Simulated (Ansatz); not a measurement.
# Li2O: how well frozen cores do

The same cell of Li2O is computed with full-potential LAPW, PAW on the default files and all-electron PAW on datasets made for the crystal, to set the results side by side.

Program: Ansatz 0.2.0. Level of theory: DFT PBE, scalar-relativistic. These are calculated values, not measurements.

### Step 1. The system as given

Symmetry: Fm-3m, No. 225, cubic system. Conventional cell: a = 4.619 Å, b = 4.619 Å, c = 4.619 Å, α = 90.00°, β = 90.00°, γ = 90.00°. Around Li (site symmetry -43m) lie 4 O at 2.00 Å. Around O (site symmetry m-3m) lie 8 Li at 2.00 Å.

Coordinates:

```
Li O
1.0
     0.00000    2.30950    2.30950
     2.30950    0.00000    2.30950
     2.30950    2.30950    0.00000
Li O
2 1
Direct
  0.25000 0.25000 0.25000
  0.75000 0.75000 0.75000
  0.00000 0.00000 0.00000
```

The structure is an experimental refinement, used without relaxation.

Atoms are numbered in the order of the input: Li1, Li2, O3.

### Step 2. Full-potential LAPW

The input, input.yaml:

```yaml
crystal:
  lattice:
    - [0.0, 2.3095, 2.3095]
    - [2.3095, 0.0, 2.3095]
    - [2.3095, 2.3095, 0.0]
  atoms:
    - { symbol: Li, position: [0.25, 0.25, 0.25] }
    - { symbol: Li, position: [0.75, 0.75, 0.75] }
    - { symbol: O, position: [0.0, 0.0, 0.0] }
kpoints:
  mp_grid: { grid: [11, 11, 11] }
  band_path:
    path:
      - [0.0, 0.0, 0.0]
      - [0.5, 0.0, 0.5]
      - [0.625, 0.25, 0.625]
      - [0.375, 0.375, 0.75]
      - [0.0, 0.0, 0.0]
      - [0.5, 0.5, 0.5]
      - [0.5, 0.25, 0.75]
      - [0.5, 0.0, 0.5]
    npoints: 8
scf:
  occupations: { method: fermi_dirac, width: 0.01 }
hamiltonian:
  xc: pbe
  pseudopotentials: { kind: all_electron, lapw: { basis_error: 0.001 } }
output:
  forces: true
  stress: true
  eigenvalues: true
  fatbands: true
  populations: true
  dos: { projected: true, de: 0.2, e_range: [-14, 8] }
```

### Step 3. PAW on the default files

Edit input.yaml of step 2 so:

```diff
@@ -26,3 +26,3 @@
   xc: pbe
-  pseudopotentials: { kind: all_electron, lapw: { basis_error: 0.001 } }
+  pseudopotentials: { kind: paw }
 output:
@@ -31,4 +31,5 @@
   eigenvalues: true
-  fatbands: true
+  efg: { contact_densities: true }
   populations: true
+  bader: true
   dos: { projected: true, de: 0.2, e_range: [-14, 8] }
```

### Step 4. All-electron PAW on datasets made for the crystal

Edit input.yaml of step 3 so:

```diff
@@ -26,3 +26,3 @@
   xc: pbe
-  pseudopotentials: { kind: paw }
+  pseudopotentials: { kind: all_electron, datasets: crystal }
 output:
@@ -32,4 +32 @@
   efg: { contact_densities: true }
-  populations: true
-  bader: true
-  dos: { projected: true, de: 0.2, e_range: [-14, 8] }
```

(Steps that only read results are left out.)

What does the calculation give? Wanted: pressure; gap; Bader charges.

**Answer**, as computed:

| quantity | value |
| --- | --- |
| pressure | LAPW 0.28, PAW 0.37, crystal datasets 0.27 GPa |
| gap (LAPW) | 4.99 eV, indirect from Γ to X |
| Bader charges (PAW) | Li1 +0.85, O3 -1.71 e |

What this shows: The pressure is within half a GPa of zero, so the volume is close to equilibrium at this level. The gap is 4.99 eV, indirect from Γ to X. It is the Kohn-Sham gap of a semilocal functional, which mostly lies below the gap found in experiment. The top eV of the valence band is mostly O 2p (98 % of the projected weight). The projection holds only the free atom's occupied shells (Li 2s, O 2s, O 2p in this range). In pressure, PAW differs from LAPW by +0.09 GPa and less than 0.01 eV in the gap.
